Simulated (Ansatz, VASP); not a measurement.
**One calculation of InH3, two programs**

The input INCAR:

```
SYSTEM = InH3
PREC = Accurate
ENCUT = 600
EDIFF = 1E-6
ISMEAR = 0
SIGMA = 0.1
LREAL = .False.
LASPH = .True.
NELM = 100
ALGO = Normal
ISIF = 3
LWAVE = .False.
LCHARG = .False.
GGA = PE
IBRION = 2
NSW = 90
EDIFFG = -0.04
```

File KPOINTS:

```
Automatic mesh
0
Gamma
  6 6 6
  0 0 0
```

File POSCAR:

```
InH3
1.0
    3.4612646882      0.0000000000      0.0000000000
    0.0000000000      3.4612646882      0.0000000000
    0.0000000000      0.0000000000      3.4612646882
In H
1 3
Direct
    0.0000000000      0.0000000000      0.0000000000
    0.0000000000      0.5000000000      0.5000000000
    0.5000000000      0.0000000000      0.5000000000
    0.5000000000      0.5000000000      0.0000000000
```

Input for Ansatz:

```yaml
crystal:
  lattice:
    - [3.4612646882, 0.0, 0.0]
    - [0.0, 3.4612646882, 0.0]
    - [0.0, 0.0, 3.4612646882]
  atoms:
    - { symbol: In, position: [0.0, 0.0, 0.0] }
    - { symbol: H, position: [0.0, 0.5, 0.5] }
    - { symbol: H, position: [0.5, 0.0, 0.5] }
    - { symbol: H, position: [0.5, 0.5, 0.0] }
basis:
  ecutwfc: 420
kpoints:
  mp_grid: { grid: [6, 6, 6] }
hamiltonian:
  xc: pbe
scf:
  occupations: { method: gaussian, width: 0.1 }
  lower_state_search: "off"
output:
  forces: true
  stress: true
  eigenvalues: true
relax:
  adjacent_minimum: "off"
  f_tol: 0.04
  max_steps: 70
  cell: { stress_tol: 0.4 }
```

Alike in both runs: task relaxation of cell and atoms; functional PBE; k mesh 6 × 6 × 6; occupations gaussian, width 0.1 eV; no spin polarisation.

|  | VASP | Ansatz |
| --- | --- | --- |
| version | VASP 6.6.1 | Ansatz 0.2.0 |
| potentials or method | VASP PAW PBE potentials, release 64 (In_d, H) | scalar-relativistic, plane waves, PAW |
| plane-wave cutoff (eV) | 600 | 420 |
| valence electrons in the cell | 16 | 16 |

```tsv
	VASP	Ansatz	Ansatz less VASP
gap on the k mesh at the Fermi level, each at its own relaxed structure (eV)	none	none	-
relaxed volume (Å³/atom)	8.87	8.92	+0.058
relaxed cell length with the largest relative difference (Å)	3.285	3.293	+0.0072
energy change over the relaxation (meV/atom)	-38	-38	-0.2
```

A gap of «none» marks a metal or a gap that the smearing closes.
